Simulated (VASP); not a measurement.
# VASP 6.6.1, PBE relaxation of cell and atoms, MgS (rocksalt)

INCAR

```
IBRION = 2
EDIFFG = -5E-3
LCHARG = .FALSE.
LWAVE = .FALSE.
SIGMA = 0.02
EDIFF = 1E-7
ISIF = 3
NBANDS = 11
NELM = 120
PREC = Accurate
ISMEAR = -1
ENCUT = 600
LASPH = .TRUE.
GGA = PE
NSW = 40
LREAL = .FALSE.
```

KPOINTS

```
KPOINTS created by Atomic Simulation Environment
0
Gamma
8 8 8
0 0 0
```

POSCAR

```
Mg S
 1.0000000000000000
     0.0000000000000000    2.5098989999999999    2.5098989999999999
     2.5098989999999999    0.0000000000000000    2.5098989999999999
     2.5098989999999999    2.5098989999999999    0.0000000000000000
 Mg  S
   1   1
Cartesian
  0.0000000000000000  0.0000000000000000  0.0000000000000000
  2.5098989999999999  2.5098989999999999  2.5098989999999999
```

VASP ran with the recommended PBE PAW datasets (8 valence electrons in the cell).

Command

```
mpirun -np 1 vasp_std
```

From OUTCAR

```
k-points           NKPTS =     29   k-points in BZ     NKDIM =     29   number of bands    NBANDS=     11

   NELECT =       8.0000    total number of electrons

   dimension x,y,z NGX =    30 NGY =   30 NGZ =   30
   dimension x,y,z NGXF=    60 NGYF=   60 NGZF=   60

  energy-cutoff  :      600.00
  volume of cell :       35.62
      direct lattice vectors                 reciprocal lattice vectors
     0.000000000  2.611370216  2.611370216    -0.191470362  0.191470362  0.191470362
     2.611370216  0.000000000  2.611370216     0.191470362 -0.191470362  0.191470362
     2.611370216  2.611370216  0.000000000     0.191470362  0.191470362 -0.191470362

 k-points in reciprocal lattice and weights: KPOINTS created by Atomic Simulation Env
   0.00000000  0.00000000  0.00000000       0.002
   0.12500000  0.00000000  0.00000000       0.016
   0.25000000  0.00000000  0.00000000       0.016
   0.37500000  0.00000000  0.00000000       0.016
   0.50000000  0.00000000  0.00000000       0.008
   0.12500000  0.12500000  0.00000000       0.012
   0.25000000  0.12500000  0.00000000       0.047
   0.37500000  0.12500000  0.00000000       0.047
   ...

 E-fermi :   4.0042

 k-point     1 :       0.0000    0.0000    0.0000
  band No.  band energies     occupation
      1      -8.9776      2.00000
      2       3.6258      2.00000
      3       3.6258      2.00000
      4       3.6258      2.00000
      5       7.2485      0.00000
      6      11.5870      0.00000
      7      11.5870      0.00000
      8      11.5870      0.00000
      9      13.9624      0.00000
     10      13.9624      0.00000
     11      16.1379      0.00000

 k-point     2 :       0.1250    0.0000    0.0000
  band No.  band energies     occupation
      1      -8.8294      2.00000
      2       2.5855      2.00000
      3       3.5272      2.00000
      4       3.5272      2.00000
      5       8.0549      0.00000
      6      11.2603      0.00000
      7      11.8289      0.00000
      8      11.8289      0.00000
      9      13.3197      0.00000
     10      13.3197      0.00000
     11      16.2390      0.00000

 k-point     3 :       0.2500    0.0000    0.0000
  band No.  band energies     occupation
      1      -8.4288      2.00000
      2       0.8471      2.00000
      3       3.3119      2.00000
      4       3.3119      2.00000
      5       8.5433      0.00000
      6      11.4333      0.00000
      7      11.4333      0.00000
      8      11.8666      0.00000
      9      13.8968      0.00000
     10      13.8968      0.00000
     11      15.4405      0.00000

 k-point     4 :       0.3750    0.0000    0.0000
  band No.  band energies     occupation
      1      -7.9417      2.00000
      2      -0.5752      2.00000
      3       3.1220      2.00000
      4       3.1220      2.00000
      5       8.2928      0.00000
      6      10.7660      0.00000
      7      10.7660      0.00000
      8      13.2722      0.00000
      9      15.1618      0.00000
     10      15.8419      0.00000
     11      15.8419      0.00000

 k-point     5 :       0.5000    0.0000    0.0000
  band No.  band energies     occupation
      1      -7.7008      2.00000
      2      -1.1438      2.00000
      3       3.0493      2.00000
      4       3.0493      2.00000
      5       8.1581      0.00000
      6      10.5198      0.00000
      7      10.5198      0.00000
      8      13.6168      0.00000
      9      15.7185      0.00000
     10      17.9689      0.00000
     11      17.9689      0.00000

 k-point     6 :       0.1250    0.1250    0.0000
  band No.  band energies     occupation
      1      -8.7807      2.00000
      2       2.6230      2.00000
      3       3.3074      2.00000
      4       3.3074      2.00000
      5       8.3895      0.00000
      6      10.6389      0.00000
      7      12.1292      0.00000
      8      12.2433      0.00000
      9      12.2433      0.00000
     10      14.2219      0.00000
     11      17.2635      0.00000

 k-point     7 :       0.2500    0.1250    0.0000
  band No.  band energies     occupation
      1      -8.4653      2.00000
      2       1.3294      2.00000
      3       3.0272      2.00000
      4       3.0817      2.00000
      5       9.0583      0.00000
      6      10.4417      0.00000
      7      11.0254      0.00000
      8      12.4051      0.00000
      9      13.3818      0.00000
     10      14.6446      0.00000
     11      16.8706      0.00000

 k-point     8 :       0.3750    0.1250    0.0000
  band No.  band energies     occupation
      1      -8.0007      2.00000
      2      -0.0834      2.00000
      3       2.7330      2.00000
      4       2.8500      2.00000
      5       8.8804      0.00000
      6      10.2250      0.00000
      7      11.6710      0.00000
      8      11.8941      0.00000
      9      14.9327      0.00000
     10      16.4007      0.00000
     11      16.5359      0.00000

 k-point     9 :       0.5000    0.1250    0.0000
  band No.  band energies     occupation
      1      -7.6570      2.00000
      2      -0.9070      2.00000
      3       2.4192      2.00000
      4       2.8523      2.00000
      5       8.7744      0.00000
      6       9.9152      0.00000
      7      11.0870      0.00000
      8      13.5880      0.00000
      9      15.5305      0.00000
     10      17.4314      0.00000
     11      17.9788      0.00000

 k-point    10 :      -0.3750    0.1250    0.0000
  band No.  band energies     occupation
      1      -7.7370      2.00000
      2      -0.7249      2.00000
      3       2.2961      2.00000
      4       3.0296      2.00000
      5       8.9492      0.00000
      6      10.0859      0.00000
      7      10.9300      0.00000
      8      13.3904      0.00000
      9      15.5894      0.00000
     10      16.0267      0.00000
     11      18.3011      0.00000

 k-point    11 :      -0.2500    0.1250    0.0000
  band No.  band energies     occupation
      1      -8.1610      2.00000
      2       0.3441      2.00000
      3       2.4446      2.00000
      4       3.3034      2.00000
      5       9.2574      0.00000
      6      10.7635      0.00000
      7      11.2643      0.00000
      8      11.7005      0.00000
      9      13.5233      0.00000
     10      16.3124      0.00000
     11      16.5784      0.00000

 k-point    12 :      -0.1250    0.1250    0.0000
  band No.  band energies     occupation
      1      -8.5968      2.00000
      2       1.6971      2.00000
      3       2.9283      2.00000
      4       3.5229      2.00000
      5       8.9197      0.00000
      6      10.8446      0.00000
      7      11.7322      0.00000
      8      12.0804      0.00000
      9      12.2362      0.00000
     10      14.3966      0.00000
     11      17.1796      0.00000

 k-point    13 :       0.2500    0.2500    0.0000
  band No.  band energies     occupation
      1      -8.2565      2.00000
      2       1.1008      2.00000
      3       2.6726      2.00000
      4       2.6726      2.00000
      5       8.5839      0.00000
      6       9.2786      0.00000
      7      11.7720      0.00000
      8      13.7826      0.00000
      9      13.7826      0.00000
     10      14.9462      0.00000
     11      18.8815      0.00000

 k-point    14 :       0.3750    0.2500    0.0000
  band No.  band energies     occupation
      1      -7.8820      2.00000
      2       0.2669      2.00000
      3       2.1764      2.00000
      4       2.4476      2.00000
      5       8.0752      0.00000
      6       9.3259      0.00000
      7      12.1729      0.00000
      8      13.4226      0.00000
      9      15.2277      0.00000
     10      16.5932      0.00000
     11      19.1141      0.00000

 k-point    15 :       0.5000    0.2500    0.0000
  band No.  band energies     occupation
      1      -7.5394      2.00000
      2      -0.3628      2.00000
      3       1.4558      2.00000
      4       2.4426      2.00000
      5       8.0148      0.00000
      6      10.3509      0.00000
      7      12.3877      0.00000
      8      12.5690      0.00000
      9      16.1600      0.00000
     10      18.1596      0.00000
     11      19.1282      0.00000

 k-point    16 :      -0.3750    0.2500    0.0000
  band No.  band energies     occupation
      1      -7.4880      2.00000
      2      -0.3988      2.00000
      3       1.0196      2.00000
      4       2.6590      2.00000
      5       8.4365      0.00000
      6      10.9899      0.00000
      7      11.9516      0.00000
      8      12.8384      0.00000
      9      15.7822      0.00000
     10      15.9364      0.00000
     11      18.6844      0.00000

 ...

  Total        0.0067859      0.0067859      0.0067859      0.0000000      0.0000000      0.0000000
  in kB        0.3052710      0.3052710      0.3052710      0.0000000      0.0000000      0.0000000
  external PRESSURE =       0.3052710 kB  Pullay stress =       0.0000000 kB

 POSITION                                       TOTAL-FORCE (eV/Angst)
 -----------------------------------------------------------------------------------
      0.00000      0.00000      0.00000        -0.000000      0.000000      0.000000
      2.61137      2.61137      2.61137         0.000000     -0.000000     -0.000000
 -----------------------------------------------------------------------------------
    total drift:                               -0.000000     -0.000000      0.000000

  FREE ENERGIE OF THE ION-ELECTRON SYSTEM (eV)
  ---------------------------------------------------
  free  energy   TOTEN  =        -8.5033735668 eV

  energy  without entropy=       -8.5033735667  energy(sigma->0) =       -8.50337357
```

CONTCAR

```
Mg S
   1.00000000000000
     0.0000000000000000    2.6113702155389769    2.6113702155389769
     2.6113702155389769    0.0000000000000000    2.6113702155389769
     2.6113702155389769    2.6113702155389769    0.0000000000000000
  Mg              S
     1     1
Direct
     0.0000000000000000    0.0000000000000000    0.0000000000000000
     0.5000000000000000    0.5000000000000000    0.5000000000000000

  0.00000000E+00  0.00000000E+00  0.00000000E+00
  0.00000000E+00  0.00000000E+00  0.00000000E+00
```

* relaxed cell vector lengths: 3.693, 3.693, 3.693 Å
* relaxed cell volume: 35.62 Å³

The run was restarted once from its relaxed cell; OSZICAR and OUTCAR are the second run's.

The run (the restart alone) took about 15 s on one core of a shared host (Intel Xeon Platinum 8488C) and held 0.17 GiB at most.
